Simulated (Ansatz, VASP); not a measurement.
**Two plane-wave programs on V**

The input INCAR:

```
PREC = Accurate ; ENCUT = 520
EDIFF = 1E-7 ; ISMEAR = -1
SIGMA = 0.05 ; LREAL = False
LASPH = True ; NELM = 150
ALGO = Normal ; ISIF = 2
LWAVE = False ; LCHARG = False
ISPIN = 2 ; MAGMOM = 2
LORBIT = 11 ; LMAXMIX = 4
GGA = PE ; NBANDS = 16
```

File KPOINTS:

```
regular mesh
0
Gamma
  12 12 12
```

File POSCAR:

```
V
1.0
   -1.5041862709      1.5041862709      1.5041862709
    1.5041862709     -1.5041862709      1.5041862709
    1.5041862709      1.5041862709     -1.5041862709
V
1
Direct
    0.0000000000      0.0000000000      0.0000000000
```

input.yaml

```yaml
crystal:
  lattice:
    - [-1.5041862709, 1.5041862709, 1.5041862709]
    - [1.5041862709, -1.5041862709, 1.5041862709]
    - [1.5041862709, 1.5041862709, -1.5041862709]
  atoms:
    - { symbol: V, position: [0.0, 0.0, 0.0], spin: 2.0 }
hamiltonian:
  xc: pbe
  pseudopotentials: { kind: paw }
magnetization:
  spin_polarized: true
kpoints:
  mp_grid: { grid: [12, 12, 12] }
scf:
  occupations: { method: fermi_dirac, width: 0.05 }
output:
  forces: true
  stress: true
  eigenvalues: true
```

Change from the starting cell: volume scaled by 0.98.

Alike in both runs: task single point; functional PBE; k mesh 12 × 12 × 12; occupations fermi-dirac, width 0.05 eV; collinear spin, ferromagnetic start.

|  | VASP | Ansatz |
| --- | --- | --- |
| version | VASP 6.6.1 | Ansatz 0.2.0 |
| potentials or method | VASP PAW PBE potentials, release 64 (V_sv) | Ansatz PAW |
| plane-wave cutoff (eV) | 520 | 420 |
| valence electrons in the cell | 13 | 13 |

VASP gave:

| Quantity | Value |
| --- | --- |
| gap on the k mesh at the Fermi level (eV) | none |
| pressure (GPa) | -1.8 |
| net moment per atom (μB) | 0.00 |

Task: Estimate Ansatz's values.

Result: gap on the k mesh at the Fermi level (eV): none; pressure (GPa): -2.0; net moment per atom (μB): 0.00.

A gap of «none» marks a metal or a gap that the smearing closes.

Caveats: the starting moments weren't kept (Ansatz).
